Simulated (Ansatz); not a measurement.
## Ta2Si: hydrostatic pressure series

Theory: Ansatz, DFT PBEsol, scalar-relativistic, plane waves, PAW. Settings: 420 eV cutoff, 10×10×10 k-mesh, Gaussian smearing of 0.10 eV, no spin polarisation.

Starting point, cell and atoms relaxed:

```xyz
6
Lattice="-3.0684 3.0684 2.5199 3.0684 -3.0684 2.5199 3.0684 3.0684 -2.5199" Properties=species:S:1:pos:R:3 pbc="T T T"
Ta    2.0677    1.0007    2.5199
Ta   -1.0007    2.0677    2.5199
Ta    1.0007    2.0677    0.0000
Ta    4.0691    1.0007    0.0000
Si    0.0000    0.0000    1.2599
Si    0.0000    0.0000    3.7798
```

Cell and atoms are relaxed at each pressure within the symmetry of the start, at zero temperature, so transitions that lower the symmetry aren't seen. The k-mesh given is that at zero pressure and may differ at others. a, b and c are the lengths of the cell vectors above.

Spin–orbit coupling is left out, which can shift energies with elements as heavy as these.

```tsv
P (GPa)	V (Å³/atom)	V/V0	a (Å)	b (Å)	c (Å)
-2	15.96	1.009	5.033	5.033	5.033
0	15.82	1.000	5.018	5.018	5.018
2	15.68	0.991	5.004	5.004	5.004
5	15.49	0.979	4.983	4.983	4.983
10	15.19	0.960	4.951	4.951	4.951
20	14.66	0.927	4.894	4.894	4.894
40	13.82	0.874	4.799	4.799	4.799
```

Q: What bulk modulus and pressure derivative fit these points?

A: A third-order Birch–Murnaghan fit gives B0 = 229 GPa and B0' = 3.9.